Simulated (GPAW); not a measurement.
A run of GPAW 26.7.0:

Contents of run.py:

```python
from ase.dft.bandgap import bandgap
from ase.io import read, write
from ase.units import Bohr, GPa
from gpaw import GPAW, PW
from gpaw.elf import elf_from_dft_calculation

atoms = read('CoO.xyz')
atoms.set_initial_magnetic_moments([2.0, 0.0])

calc = GPAW(mode=PW(800),
            xc='PBE',
            kpts={'size': (11, 11, 11), 'gamma': True},
            occupations={'name': 'methfessel-paxton', 'order': 0, 'width': 0.016},
            nbands=17,
            convergence={'density': 1e-05, 'energy': 1e-05},
            maxiter=150,
            txt='gpaw.txt')
atoms.calc = calc
energy = atoms.get_potential_energy()
forces = atoms.get_forces()
stress = atoms.get_stress()
calc.write('gs.gpw')
write('result.traj', atoms)
print(f'Energy: {energy:.6f} eV')
print('Forces (eV/A):')
print(forces.round(4))
print('Stress (GPa):', (stress / GPa).round(3))
print('Moments:', calc.get_magnetic_moments().round(3))
print('Fermi level:', round(calc.get_fermi_level(), 4), 'eV')
print(f'Gap: {bandgap(calc)[0]:.4f} eV, direct: {bandgap(calc, direct=True)[0]:.4f} eV')

# fields on the real-space grid
write('density.cube', atoms, data=calc.get_pseudo_density() * Bohr**3)
write('potential.cube', atoms, data=calc.get_electrostatic_potential())
write('spin.cube', atoms, data=(calc.get_pseudo_density(spin=0) - calc.get_pseudo_density(spin=1)) * Bohr**3)
write('elf.cube', atoms, data=elf_from_dft_calculation(calc).data)
```

File CoO.xyz:

```xyz
2
Lattice="0.0000000000 2.1315000000 2.1315000000 2.1315000000 0.0000000000 2.1315000000 2.1315000000 2.1315000000 0.0000000000" Properties=species:S:1:pos:R:3 pbc="T T T"
Co     0.0000000000      0.0000000000      0.0000000000
O      2.1315000000      2.1315000000      2.1315000000
```

Potentials or basis: GPAW PAW data sets (gpaw-data 1.2.1), pw.

The run is started by

```sh
$ OMP_NUM_THREADS=1 python run.py
```

Hardware: 1 thread of Arm Neoverse V2, on a shared host.

Q: Estimate the wall time of this run.

A: Run time: 34 s on 1 thread of Arm Neoverse V2, on a shared host, peak memory 0.18 GiB. Counts: scf iterations 15, plane waves 1010, bands 17, k points 56.
